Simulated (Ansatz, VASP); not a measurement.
One calculation of BeS, two programs

```
Be S
1.0
     0.00000    2.42500    2.42500
     2.42500    0.00000    2.42500
     2.42500    2.42500    0.00000
Be S
1 1
Direct
  0.00000 0.00000 0.00000
  0.75000 0.75000 0.75000
```

Alike in both runs: task electric field gradients; functional PBE; k mesh 4 × 4 × 4; occupations fermi-dirac, width 0.02 eV; no spin polarisation.

|  | VASP | Ansatz |
| --- | --- | --- |
| version | VASP 6.6.1 | Ansatz 0.2.0 |
| potentials or method | VASP PAW PBE potentials, release 64 (Be, S) | PAW with Ansatz's default frozen-core files, scalar-relativistic |
| plane-wave cutoff (eV) | 520 | 420 |
| valence electrons in the cell | 8 | 8 |

|  | VASP | Ansatz | Ansatz less VASP |
| --- | --- | --- | --- |
| gap on the k mesh at the Fermi level (eV) | 3.10 | 3.10 | -0.001 |
| pressure (GPa) | 2.1 | 2.1 | -0.01 |
| Vzz of the field gradient on the site that differs most (V/Å²) | 0.0 | 0.0 | 0.00 |

Caveats: the k mesh is coarse (spacing up to 0.56 Å⁻¹), so the values aren't converged. A k mesh can miss the band edges.
